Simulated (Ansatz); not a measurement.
Stackings of close-packed layers of KBr (capitals for K, lower case for the other element), each relaxed to a stress under 0.05 GPa; energies count from the stacking AcBaCb (Fm-3m).

All numbers below come from Ansatz 0.2.0, DFT PBEsol, scalar-relativistic, plane waves, PAW.

Cutoff 420 eV, Gaussian smearing of 0.02 eV, energies at zero smearing, symmetry of each start kept, no spin polarisation.

| start | atoms | k mesh | excess energy (meV/atom) | spacing of like layers (Å) | a (Å) | gap on the mesh (eV) |
| --- | --- | --- | --- | --- | --- | --- |
| AbAc | 4 | 6×6×3 | 24.6 | 3.977 | 4.517 | 4.27 |
| AcBc | 4 | 6×6×3 | 28.7 | 4.019 | 4.503 | 4.00 |
| AcBcAbCb | 8 | 6×6×2 | 15.3 | 3.917 | 4.560 | 4.15 |
| AcBcAbCaBaCb | 12 | 6×6×1 | 10.5 | 3.877 | 4.581 | 4.20 |
| AcBaCbAcBc | 10 | 6×6×2 | 12.5 | 3.894 | 4.572 | 4.16 |

An odd mesh misses points on the zone edge, so a gap read on it can be too wide.

Cost: 5 runs of about 3.9 core-minutes in all, on Arm Neoverse V2 (shared hosts).